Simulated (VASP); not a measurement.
VASP ran on this input.

File POSCAR:
```
BeO
1
    1.3500000000    -2.3382690000     0.0000000000
    1.3500000000     2.3382690000     0.0000000000
    0.0000000000     0.0000000000     4.3800000000
Be O
2 2
Direct
  0.6666670000   0.3333330000   0.5000000000
  0.3333330000   0.6666670000   0.0000000000
  0.6666670000   0.3333330000   0.8780000000
  0.3333330000   0.6666670000   0.3780000000
```

**INCAR**
```
SYSTEM = BeO
PREC = Accurate
ENCUT = 520
EDIFF = 1E-6
NELM = 100
ALGO = Normal
LREAL = .FALSE.
LASPH = .TRUE.
ISMEAR = 0
SIGMA = 0.05
GGA = PE
LWAVE = .FALSE.
LCHARG = .FALSE.
ISIF = 2
ISPIN = 2
MAGMOM = 1.0 1.0 1.0 1.0 1.0
```

File KPOINTS:
```
Automatic mesh
0
Gamma
7 7 4
0 0 0
```

POTCAR, in this order: Be O (PBE.64 set). Program: vasp_std.

Q: One choice in this input is risky. Which, and does it do harm here?

A: The risk: MAGMOM holds more values than there are atoms. Here it does no harm: the run (PBE GGA, plane waves, VASP's PBE PAW potentials (set 64)) converges to the same energy and pressure as with the safe setting.
### OSZICAR
```
       N       E                     dE             d eps       ncg     rms          rms(c)
DAV:   1     0.578965072855E+02    0.57897E+02   -0.90694E+03  1344   0.109E+03
DAV:   2    -0.259994960793E+02   -0.83896E+02   -0.78506E+02  1756   0.258E+02
DAV:   3    -0.290474594438E+02   -0.30480E+01   -0.30387E+01  1866   0.492E+01
DAV:   4    -0.290654161501E+02   -0.17957E-01   -0.17955E-01  1422   0.446E+00
DAV:   5    -0.290655770241E+02   -0.16087E-03   -0.16086E-03  1830   0.360E-01    0.143E+01
DAV:   6    -0.284178909750E+02    0.64769E+00   -0.64051E+00  1632   0.218E+01    0.393E+00
DAV:   7    -0.284581173112E+02   -0.40226E-01   -0.34545E-01  1554   0.508E+00    0.201E+00
DAV:   8    -0.284573997435E+02    0.71757E-03   -0.30698E-02  1464   0.229E+00    0.954E-01
DAV:   9    -0.284629769548E+02   -0.55772E-02   -0.24675E-02  1344   0.228E+00    0.291E-01
DAV:  10    -0.284557961116E+02    0.71808E-02   -0.39779E-03  1500   0.103E+00    0.831E-02
DAV:  11    -0.284558754298E+02   -0.79318E-04   -0.29427E-04  1758   0.157E-01    0.458E-02
DAV:  12    -0.284559614913E+02   -0.86062E-04   -0.10946E-04  1416   0.881E-02    0.244E-02
DAV:  13    -0.284559550301E+02    0.64612E-05   -0.29596E-05  1704   0.484E-02    0.444E-03
DAV:  14    -0.284559551674E+02   -0.13735E-06   -0.18693E-06  1528   0.129E-02
   1 F= -.28455955E+02 E0= -.28455955E+02  d E =-.170677E-18  mag=     0.0000
```

The compound is BeO in the wurtzite structure. The cell was not relaxed at this level.
